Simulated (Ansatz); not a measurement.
Input for Ansatz (plane-wave DFT), AgCl:

```yaml
crystal:
  lattice:
    - [0.0, 2.7726629968, 2.7726629968]
    - [2.7726629968, 0.0, 2.7726629968]
    - [2.7726629968, 2.7726629968, 0.0]
  atoms:
    - { symbol: Ag, position: [0.0, 0.0, 0.0] }
    - { symbol: Cl, position: [0.5, 0.5, 0.5] }
basis:
  ecutwfc: 420
kpoints:
  mp_grid: { grid: [1, 1, 1], shift: [0.5, 0.5, 0.5] }
hamiltonian:
  xc: pbe
scf:
  occupations: { method: gaussian, width: 0.1 }
output:
  forces: true
  stress: true
  eigenvalues: true
```

Command:

```bash
ansatz run input.yaml --threads 1 --pin off --max-ram 1331MiB --backend cpu --events-out ev --progress --plain --runs-dir out
```

Output, shortened (HF is the Harris–Foulkes energy, dr2 the density residual in eV):

```text
Pseudopotential: Ag, paw, valence charge 19, recommended cutoff 420 eV (normal)
Pseudopotential: Cl, paw, valence charge 7, recommended cutoff 420 eV (normal)
Crystal: 2 atoms, lattice volume = 42.631 Å³
Basis set: ecut = 420 eV, 869 PW (Γ), exchange–correlation on 54×54×54 points (8 copies of the dense FFT grid, shifted against one another)
Bands: 17, of which v1, the nominal top of the filled ones, is band 13 counted from 1 (12 counted from 0)
Symmetry: 12 space group operations
k-points: 1
Initial density: superposition of atomic densities, corrected by the library's trained network
SCF iter   1: HF=-8668.894434 eV  Δρ=4.68e-2  dr2=5.98e-1
SCF iter   2: HF=-8668.816023 eV  Δρ=2.02e-2  dr2=8.39e-2
SCF iter   3: HF=-8668.832435 eV  Δρ=7.58e-3  dr2=1.85e-2
SCF iter   4: HF=-8668.829990 eV  Δρ=1.24e-3  dr2=7.22e-4
SCF iter   5: HF=-8668.829871 eV  Δρ=3.71e-4  dr2=4.47e-5
SCF iter   6: HF=-8668.829932 eV  Δρ=4.56e-5  dr2=4.33e-7
SCF iter   7: F=-8668.829933 eV  HF=-8668.829933 eV  Δρ=3.47e-6  dr2=3.05e-9
SCF 1 converged in 7 iterations: F = -8668.829933 eV  dr2 = 3.05e-9
SCF converged after 7 iterations
Free energy (F): -8668.829933 eV
E sigma→0 (E₀):  -8668.829933 eV
Fermi energy:    10.728782 eV
--- Forces (eV/Å), atoms counted from 1 ---
  atom   1  Ag     0.00000000     0.00000000     0.00000000
  atom   2  Cl    -0.00000000     0.00000000     0.00000000
--- Stress (GPa, compression-positive) ---
       23.151199       5.971312       5.971312
        5.971312      23.151199       5.971312
        5.971312       5.971312      23.151199
  P = ⅓ Tr σ = 23.1512 GPa (231.512 kbar)
```

Settings here are deliberately varied, not converged.